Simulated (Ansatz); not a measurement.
## LiF (F-43m) at 3 levels of theory

One geometry, relaxed with PBE; plane waves with PAW potentials in Ansatz, scalar-relativistic. No spin polarisation. Gaps are the least over mesh and band path; pressure is positive in compression, and isn't given for hybrids.

```
Li F
1.0
     0.00000    2.18181    2.18181
     2.18181    0.00000    2.18181
     2.18181    2.18181    0.00000
Li F
1 1
Direct
  0.75000 0.75000 0.75000
  0.50000 0.50000 0.50000
```

```csv
level,cutoff (eV),k mesh,gap (eV),pressure (GPa)
PBE,420,10×10×10,7.65,0.0
HSE06,420,8×8×8,9.81,-
LDA,420,10×10×10,7.34,-5.7
```

The structure comes from a generated guess; another structure or a mixture of phases may lie lower.
